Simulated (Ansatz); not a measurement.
## ZnCu: one input, then a changed one

The cell is COD entry 9008814, as deposited and not checked against the literature; nothing was relaxed. The listed cell was then made from it by scaling, straining or moving an atom.

First run: DFT, PBE, all-electron LAPW, scalar-relativistic (Ansatz 0.2.0).

Command: `ansatz run input.yaml --threads 1 --pin off --max-ram 2048MiB --backend cpu --events-out ev --progress --plain --runs-dir out` The run took 30 s on 1 thread of Intel(R) Xeon(R) Platinum 8259CL CPU @ 2.50GHz (Skylake/Cascade Lake) (shared host).

```yaml
crystal:
  lattice:
    - [2.8853925032, 0.0, 0.0]
    - [0.0, 2.8853925032, 0.0]
    - [0.0, 0.0, 2.8853925032]
  atoms:
    - { symbol: Zn, position: [0.5, 0.5, 0.5] }
    - { symbol: Cu, position: [0.0, 0.0, 0.0] }
kpoints:
  mp_grid: { grid: [14, 14, 14] }
scf:
  occupations: { method: fermi_dirac, width: 0.05 }
hamiltonian:
  xc: pbe
  pseudopotentials: { kind: all_electron, lapw: { basis_error: 0.0005 } }
output:
  forces: true
  stress: true
  eigenvalues: true
```

Result: converged; pressure 11.25 GPa; 9 SCF iterations.

The input is then changed:

```diff
@@ -8,10 +8,12 @@
     - { symbol: Cu, position: [0.0, 0.0, 0.0] }
 kpoints:
-  mp_grid: { grid: [14, 14, 14] }
+  mp_grid: { grid: [14, 14, 14], shift: [0.5, 0.5, 0.5] }
 scf:
   occupations: { method: fermi_dirac, width: 0.05 }
+  algorithm: density_mixing
 hamiltonian:
   xc: pbe
   pseudopotentials: { kind: all_electron, lapw: { basis_error: 0.0005 } }
+  dispersion: d4
 output:
   forces: true
```

(1) Predict the outcome of the changed run.

## Answers

(1) It converged; pressure 5.44 GPa; 9 SCF iterations.
